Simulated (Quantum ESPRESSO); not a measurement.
**Al: equation of state with PBE+D3(BJ)**

**What was measured.**

From “The interpretation of polycrystalline coherent inelastic neutron scattering from aluminium”, 2013, pmc:3831299, for a bulk crystal of Al: bulk modulus 76.9 GPa.

Al:

```
Al
1.0
     0.00000    2.02481    2.02481
     2.02481    0.00000    2.02481
     2.02481    2.02481    0.00000
Al
1
Cartesian
  0.0000 0.0000 0.0000
```

```yaml
Program: Quantum ESPRESSO 7.5
Task: equation of state
Functional: PBE
Dispersion: D3(BJ)
Potentials_or_basis: PseudoDojo 0.4.1 SR PBE standard
Cutoff: 544 eV
Density_cutoff: 2177 eV
k_mesh: 11 × 11 × 11
Occupations: fermi-dirac, width 0.05 eV
Spin: no spin polarisation
Mixing_beta: 0.5
Most_SCF_iterations: 120
SCF_threshold: 2e-10 Ry
```

```
Equilibrium volume                      : 15.84 Å³/atom
Bulk modulus                            : 88 GPa
Pressure derivative of the bulk modulus : 4.5
```

Energy against volume, from the lowest point:
```tsv
volume (Å³/atom)	energy (meV/atom)
15.607	0.83
15.939	0.00
16.271	2.85
16.603	8.98
16.935	18.06
17.267	29.76
17.599	43.76
```

All runs of the series together: 29 s on 1 thread of Intel(R) Xeon(R) Platinum 8259CL CPU @ 2.50GHz (Skylake/Cascade Lake), with other jobs on the host.

Measured bulk modulus of Al: 76.9 GPa (quoted in “The interpretation of polycrystalline coherent inelastic neutron scattering from aluminium”, 2013, pmc:3831299). This calculation gives 88 GPa (+14.0 %). The fit is for a static lattice scaled at fixed shape and fixed fractional positions. The cell as given is a measured one (16.60 Å³/atom); PBE+D3(BJ) puts the equilibrium volume -4.6 % from it, thermal expansion not counted.
